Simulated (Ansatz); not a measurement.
## CoO and the effect of the dispersion correction

The cell as given:

```
Co O
1.0
     0.00000    2.13150    2.13150
     2.13150    0.00000    2.13150
     2.13150    2.13150    0.00000
Co O
1 1
Direct
  0.00000 0.00000 0.00000
  0.50000 0.50000 0.50000
```

Kept alike: task relaxation of cell and atoms; functional PBEsol; k mesh 11 × 11 × 11; occupations fermi-dirac, width 0.05 eV; collinear spin, ferromagnetic start. Program: Ansatz, Ansatz PAW, cutoff 420 eV. The mesh is that of the run's cell of 2 atoms. No spin-orbit coupling.

| dispersion correction | volume (Å³/atom) | largest site moment (μB) |
| --- | --- | --- |
| D3(BJ) | 9.609 | 2.49 |
| D3(BJ)-ATM | 9.607 | 2.49 |
| D4 | 8.971 | 2.35 |
| none | 9.075 | 2.38 |

The relaxations keep at least the cell's symmetry (Fm-3m). For a metal such a mesh leaves the last digits unconverged. Relaxations stop with a little pressure left, so the last digits of a volume or edge aren't settled. The measured crystal is an antiferromagnetic insulator; a metallic or parallel state is the runs' own. Ansatz's relaxations hold a Pulay term in the stress (up to 0.8 GPa here). The runs hold the magnetic state that their start led to, which needn't be the lowest. Site moments count inside each atom's sphere or projector. All rows use potentials made for PBE.

Task: What does the dispersion correction change here?

Result: The volume runs from 8.971 (D4) to 9.609 Å³/atom (D3(BJ)). Against no correction: D3(BJ) +5.9 %; D3(BJ)-ATM +5.9 %; D4 -1.1 %. A larger cell runs against the usual contraction; coefficients that follow the coordination can push outwards. The largest site moment runs from 2.35 (D4) to 2.49 μB (D3(BJ); D3(BJ)-ATM).
